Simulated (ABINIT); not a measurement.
Crystal: HfB2.

```
Hf B
1.0
     3.14000    0.00000    0.00000
    -1.57000    2.71932    0.00000
     0.00000    0.00000    3.48000
Hf B
1 2
Direct
  0.00000 0.00000 0.00000
  0.66667 0.33333 0.50000
  0.33333 0.66667 0.50000
```

Base run:

```yaml
Program: ABINIT 10.8.3 (patched build)
Functional: PBEsol
Potentials_or_basis: PseudoDojo NC SR PBEsol v0.4.1 standard
Cutoff: 1034 eV
k_mesh: 10 × 10 × 8
Occupations: fermi-dirac, width 0.05 eV
Spin: no spin polarisation
```

Its results: band gap on the k mesh none (metal or under the smearing width); pressure -3.6 GPa.

**Question.** After a change of settings the same cell gave: band gap on the k mesh none (metal or under the smearing width); pressure 5.5 GPa. Which change was it?
A. functional from PBEsol to rPW86PBE; potentials or basis from PseudoDojo NC SR PBEsol v0.4.1 standard to JTH PAW PBE v2.0; cutoff from 1034 eV to 517 eV
B. functional from PBEsol to LDA-PZ; potentials or basis from PseudoDojo NC SR PBEsol v0.4.1 standard to JTH PAW LDA v2.0; cutoff from 1034 eV to 463 eV
C. functional from PBEsol to PBE; potentials or basis from PseudoDojo NC SR PBEsol v0.4.1 standard to PseudoDojo NC SR PBE v0.5 standard

**Answer.** A.

Caveats: the PAW data sets were made with another functional, which shifts forces and pressure a little (some runs).

Not every run made on this cell is shown here.
